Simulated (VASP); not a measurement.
# SrTiO3 (Pm-3m) in VASP: Born charges and dielectric tensor with LDA

Aim: the Born charges and dielectric tensor of SrTiO3 with LDA.

All numbers are computed with VASP 6.6.1; they aren't measurements. Logs are shortened: lines on timing, memory, paths and dates and some standing lists are left out, and cuts for length are marked.

## (1) The structure

Symmetry: Pm-3m, No. 221, cubic system. Conventional cell: a = 3.860 Å, b = 3.860 Å, c = 3.860 Å, α = 90.00°, β = 90.00°, γ = 90.00°. Sr (site symmetry m-3m) is surrounded by 12 O at 2.73 Å. Ti (site symmetry m-3m) has 6 O at 1.93 Å as nearest neighbours. O (site symmetry 4/mmm) has 2 Ti at 1.93 Å as nearest neighbours.

The cell is a database's computed one.

## (2) Born charges and dielectric tensor, LDA

INCAR reads:

```
SYSTEM = SrTiO3
  PREC = Accurate
  ENCUT = 600
  EDIFF = 1E-8
  ISMEAR = 0
  SIGMA = 0.02
  LREAL = .False.
  LASPH = .True.
  NELM = 60
  ALGO = Normal
  ISIF = 2
  LWAVE = .False.
  LCHARG = .False.
  LEPSILON = .True.
  IBRION = 8
  NSW = 1
```

KPOINTS reads:

```
Automatic mesh
0
Gamma
  10 10 10
  0 0 0
```

POSCAR reads:

```
SrTiO3
1.0
    3.8599600000      0.0000000000      0.0000000000
    0.0000000000      3.8599600000      0.0000000000
    0.0000000000      0.0000000000      3.8599600000
Sr Ti O
1 1 3
Direct
    0.0000000000      0.0000000000      0.0000000000
    0.5000000000      0.5000000000      0.5000000000
    0.5000000000      0.0000000000      0.5000000000
    0.5000000000      0.5000000000      0.0000000000
    0.0000000000      0.5000000000      0.5000000000
```

Potentials or basis: VASP PAW LDA potentials, release 64 (Sr_sv, Ti_sv, O).

Command:

```bash
$ cat potpaw_LDA.64/Sr_sv/POTCAR potpaw_LDA.64/Ti_sv/POTCAR potpaw_LDA.64/O/POTCAR > POTCAR
$ mpirun -np 1 vasp_std > vasp.out
```

OUTCAR:

```text
SYSTEM = SrTiO3
   PREC = Accurate
   ENCUT = 600
   EDIFF = 1E-8
   ISMEAR = 0
   LREAL = .False.
   LASPH = .True.
   NELM = 60
   ISIF = 2
   LEPSILON = .True.
   IBRION = 8
   NSW = 1

 ion  position               nearest neighbor table
   1  0.000  0.000  0.000-   3 2.73   4 2.73   5 2.73   3 2.73   5 2.73   4 2.73   5 2.73   5 2.73
                             3 2.73   4 2.73   3 2.73   4 2.73   2 3.34   2 3.34   2 3.34   2 3.34
   2  0.500  0.500  0.500-   3 1.93   4 1.93   5 1.93   4 1.93   3 1.93   5 1.93   1 3.34   1 3.34
                             1 3.34   1 3.34   1 3.34   1 3.34   1 3.34   1 3.34
   3  0.500  0.000  0.500-   2 1.93   2 1.93   1 2.73   1 2.73   1 2.73   1 2.73
   4  0.500  0.500  0.000-   2 1.93   2 1.93   1 2.73   1 2.73   1 2.73   1 2.73
   5  0.000  0.500  0.500-   2 1.93   2 1.93   1 2.73   1 2.73   1 2.73   1 2.73

  LATTYP: Found a simple cubic cell.
 ALAT       =     3.8599600000

  Lattice vectors:

 A1 = (   3.8599600000,   0.0000000000,   0.0000000000)
 A2 = (   0.0000000000,   3.8599600000,   0.0000000000)
 A3 = (   0.0000000000,   0.0000000000,   3.8599600000)

Analysis of symmetry for initial positions (statically):
=====================================================================
 Subroutine PRICEL returns:
 Original cell was already a primitive cell.

 Routine SETGRP: Setting up the symmetry group for a
 simple cubic supercell.

 Subroutine GETGRP returns: Found 48 space group operations
 (whereof 48 operations were pure point group operations)
 out of a pool of 48 trial point group operations.

The static configuration has the point symmetry O_h .

Analysis of symmetry for dynamics (positions and initial velocities):
=====================================================================
 Subroutine PRICEL returns:
 Original cell was already a primitive cell.

 Routine SETGRP: Setting up the symmetry group for a
 simple cubic supercell.

 Subroutine GETGRP returns: Found 48 space group operations
 (whereof 48 operations were pure point group operations)
 out of a pool of 48 trial point group operations.

The dynamic configuration has the point symmetry O_h .

 Subroutine INISYM returns: Found 48 space group operations
 (whereof 48 operations are pure point group operations),
 and found     1 'primitive' translations

----------------------------------------------------------------------------------------

                                     Primitive cell

  volume of cell :      57.5107

  direct lattice vectors                    reciprocal lattice vectors
     3.859960000  0.000000000  0.000000000     0.259070042  0.000000000  0.000000000
     0.000000000  3.859960000  0.000000000     0.000000000  0.259070042  0.000000000
     0.000000000  0.000000000  3.859960000     0.000000000  0.000000000  0.259070042

  length of vectors
     3.859960000  3.859960000  3.859960000     0.259070042  0.259070042  0.259070042

[... 873 lines left out ...]

 INTERNAL STRAIN TENSOR  FOR ION    3  DIRECTION 2   (eV/Angst):
 -----------------------------------------------------------------------------
    -0.00602  0.00000 -0.00000
     0.00000  0.00736  0.00000
    -0.00000  0.00000 -0.00602

 MACROSCOPIC STATIC DIELECTRIC TENSOR (including local field effects in DFT)
 ------------------------------------------------------
           6.350991    -0.000000     0.000000
           0.000000     6.350991    -0.000000
           0.000000     0.000000     6.350991
 ------------------------------------------------------

 PIEZOELECTRIC TENSOR (including local field effects)  for field in x, y, z        (e  Angst)
          XX          YY          ZZ          XY          YZ          ZX
  --------------------------------------------------------------------------------
  x     0.00000     0.00000     0.00000     0.00000     0.00000     0.00000
  y     0.00000     0.00000     0.00000     0.00000     0.00000     0.00000
  z     0.00000     0.00000     0.00000     0.00000     0.00000     0.00000

 PIEZOELECTRIC TENSOR (including local field effects)  for field in x, y, z        (C/m^2)
          XX          YY          ZZ          XY          YZ          ZX
  --------------------------------------------------------------------------------
  x     0.00000     0.00000     0.00000     0.00000     0.00000     0.00000
  y     0.00000     0.00000     0.00000     0.00000     0.00000     0.00000
  z     0.00000     0.00000     0.00000     0.00000     0.00000     0.00000

 BORN EFFECTIVE CHARGES (including local field effects) (in |e|, cummulative output)
 ---------------------------------------------------------------------------------
 ion    1
    1     2.55371     0.00000     0.00000
    2     0.00000     2.55371    -0.00000
    3     0.00000     0.00000     2.55371
 ion    2
    1     7.35062     0.00000    -0.00000
    2    -0.00000     7.35062    -0.00000
    3     0.00000     0.00000     7.35062
 ion    3
    1    -2.06260     0.00000    -0.00000
    2    -0.00000    -5.77913     0.00000
    3     0.00000    -0.00000    -2.06260
 ion    4
    1    -2.06260    -0.00000     0.00000
    2    -0.00000    -2.06260     0.00000
    3     0.00000     0.00000    -5.77913
 ion    5
    1    -5.77913    -0.00000     0.00000
    2     0.00000    -2.06260     0.00000
    3    -0.00000    -0.00000    -2.06260

 INTERNAL STRAIN TENSOR FOR ION    5 for displacements in x,y,z  (eV/Angst):
          X           Y           Z          XY          YZ          ZX
  --------------------------------------------------------------------------------
  x     0.00000     0.00000     0.00000     0.00000     0.00000     0.00000
  y     0.00000     0.00000     0.00000     0.00000     0.00000     0.00000
  z     0.00000     0.00000     0.00000     0.00000     0.00000     0.00000

 SECOND DERIVATIVES (NOT SYMMETRIZED)
 ------------------------------------
               1X          1Y          1Z          2X          2Y          2Z          3X          3Y          3Z          4X          4Y          4Z          5X          5Y          5Z
  1X    -3.935184    0.000000   -0.000000    3.220299   -0.000000    0.000000   -0.250382   -0.000000   -0.000000   -0.250382   -0.000000    0.000000    1.215649   -0.000000    0.000000
  1Y     0.000000   -3.935184    0.000000    0.000000    3.220299   -0.000000   -0.000000    1.215649    0.000000   -0.000000   -0.250382    0.000000    0.000000   -0.250382    0.000000
  1Z     0.000000    0.000000   -3.935184   -0.000000   -0.000000    3.220299    0.000000    0.000000   -0.250382    0.000000    0.000000    1.215649    0.000000    0.000000   -0.250382
  2X     3.219707    0.000000    0.000000   -3.468251   -0.000000    0.000000   -0.484729    0.000000   -0.000000   -0.484729   -0.000000    0.000000    1.218003    0.000000   -0.000000
  2Y     0.000000    3.219707    0.000000   -0.000000   -3.468251    0.000000    0.000000    1.218003    0.000000   -0.000000   -0.484729    0.000000   -0.000000   -0.484729   -0.000000
  2Z     0.000000    0.000000    3.219707    0.000000    0.000000   -3.468251    0.000000    0.000000   -0.484729   -0.000000   -0.000000    1.218003    0.000000   -0.000000   -0.484729
  3X    -0.259326    0.000000    0.000000   -0.517821    0.000000    0.000000   -3.917592    0.000000    0.000000   -0.944808    0.000000    0.000000    5.639547    0.000000    0.000000
  3Y    -0.000000    1.206045   -0.000000    0.000000    1.177068   -0.000000   -0.000000  -13.656949   -0.000000   -0.000000    5.636918   -0.000000   -0.000000    5.636918   -0.000000
  3Z     0.000000    0.000000   -0.259326    0.000000    0.000000   -0.517821    0.000000    0.000000   -3.917592    0.000000    0.000000    5.639547    0.000000    0.000000   -0.944808
  4X    -0.259326    0.000000    0.000000   -0.517821    0.000000    0.000000   -0.944808    0.000000    0.000000   -3.917592    0.000000    0.000000    5.639547    0.000000    0.000000
  4Y     0.000000   -0.259326    0.000000    0.000000   -0.517821    0.000000    0.000000    5.639547    0.000000    0.000000   -3.917592    0.000000    0.000000   -0.944808    0.000000
  4Z     0.000000    0.000000    1.206045   -0.000000   -0.000000    1.177068    0.000000    0.000000    5.636918   -0.000000    0.000000  -13.656949    0.000000    0.000000    5.636918
  5X     1.206045   -0.000000   -0.000000    1.177068    0.000000    0.000000    5.636918   -0.000000   -0.000000    5.636918   -0.000000   -0.000000  -13.656949   -0.000000   -0.000000
  5Y     0.000000   -0.259326    0.000000    0.000000   -0.517821    0.000000    0.000000    5.639547    0.000000    0.000000   -0.944808    0.000000    0.000000   -3.917592    0.000000
  5Z     0.000000    0.000000   -0.259326    0.000000    0.000000   -0.517821    0.000000    0.000000   -0.944808    0.000000    0.000000    5.639547    0.000000    0.000000   -3.917592

 Eigenvectors and eigenvalues of the dynamical matrix
 ----------------------------------------------------

   1 f  =   16.772310 THz   105.383529 2PiTHz  559.464025 cm-1    69.364667 meV
             X         Y         Z           dx          dy          dz
      0.000000  0.000000  0.000000     0.006888    0.026649    0.000000
      1.929980  1.929980  1.929980     0.011332    0.043841    0.000000
      1.929980  0.000000  1.929980     0.089822   -0.832602   -0.000000
      1.929980  1.929980  0.000000     0.089822    0.347500    0.000000
      0.000000  1.929980  1.929980    -0.215212    0.347500   -0.000000
[... 105 lines left out ...]
  15 f/i=    0.113285 THz     0.711792 2PiTHz    3.778788 cm-1     0.468510 meV
             X         Y         Z           dx          dy          dz
      0.000000  0.000000  0.000000    -0.006398   -0.014204   -0.668502
      1.929980  1.929980  1.929980    -0.004652   -0.010327   -0.486037
      1.929980  0.000000  1.929980    -0.003130   -0.006799   -0.327058
      1.929980  1.929980  0.000000    -0.003130   -0.006949   -0.319995
      0.000000  1.929980  1.929980    -0.003062   -0.006949   -0.327058

--------------------------------------------------------------------------------------------------------

 MACROSCOPIC STATIC DIELECTRIC TENSOR IONIC CONTRIBUTION
 ------------------------------------------------------
         559.685044    -0.000000     0.000000
          -0.000000   559.685044     0.000000
           0.000000     0.000000   559.685044
 ------------------------------------------------------

 ELASTIC MODULI CONTR FROM IONIC RELAXATION (kBar)
 Direction    XX          YY          ZZ          XY          YZ          ZX
 --------------------------------------------------------------------------------
 XX           0.0000      0.0000      0.0000      0.0000      0.0000      0.0000
 YY           0.0000      0.0000      0.0000      0.0000      0.0000      0.0000
 ZZ           0.0000      0.0000      0.0000      0.0000      0.0000      0.0000
 XY           0.0000      0.0000      0.0000      0.0000      0.0000      0.0000
 YZ           0.0000      0.0000      0.0000      0.0000      0.0000      0.0000
 ZX           0.0000      0.0000      0.0000      0.0000      0.0000      0.0000
 --------------------------------------------------------------------------------

 PIEZOELECTRIC TENSOR IONIC CONTR  for field in x, y, z        (C/m^2)
          XX          YY          ZZ          XY          YZ          ZX
  --------------------------------------------------------------------------------
  x     0.00000     0.00000     0.00000     0.00000     0.00000     0.00000
  y     0.00000     0.00000     0.00000     0.00000     0.00000     0.00000
  z     0.00000     0.00000     0.00000     0.00000     0.00000     0.00000
```

Run time: 43 min. Hardware: 1 thread of AMD EPYC 9R45 (Zen 5), shared host; peak memory 0.86 GiB.

What came out:

```
Band gap on the k mesh                                  : 1.81 eV, indirect (least direct gap 2.15 eV)
Electronic dielectric tensor (diagonal)                 : 6.35
Born charges (mean of the diagonal)                     : Sr +2.55; Ti +7.35; O -3.30 e
Highest phonon frequency at Γ, LO-TO splitting left out : 559 cm⁻¹
```

Phonon frequencies in cm⁻¹ (negative: imaginary):
| q point | frequencies |
| --- | --- |
| (0.000, 0.000, 0.000) | -4 -4 -4 61 61 61 173 173 173 225 225 225 559 559 559 |

Electronic dielectric tensor:
```
6.35 0.00 0.00
0.00 6.35 0.00
0.00 0.00 6.35
```

Born effective charge tensors (e):
atom 1, Sr
```
2.55 0.00 0.00
0.00 2.55 0.00
0.00 0.00 2.55
```
atom 2, Ti
```
7.35 0.00 0.00
0.00 7.35 0.00
0.00 0.00 7.35
```
atom 3, O
```
-2.06  0.00  0.00
 0.00 -5.78  0.00
 0.00  0.00 -2.06
```
atom 4, O
```
-2.06  0.00  0.00
 0.00 -2.06  0.00
 0.00  0.00 -5.78
```
atom 5, O
```
-5.78  0.00  0.00
 0.00 -2.06  0.00
 0.00  0.00 -2.06
```

A k mesh can miss the band edges. LDA gaps usually lie below the measured ones, often by a third to a half.
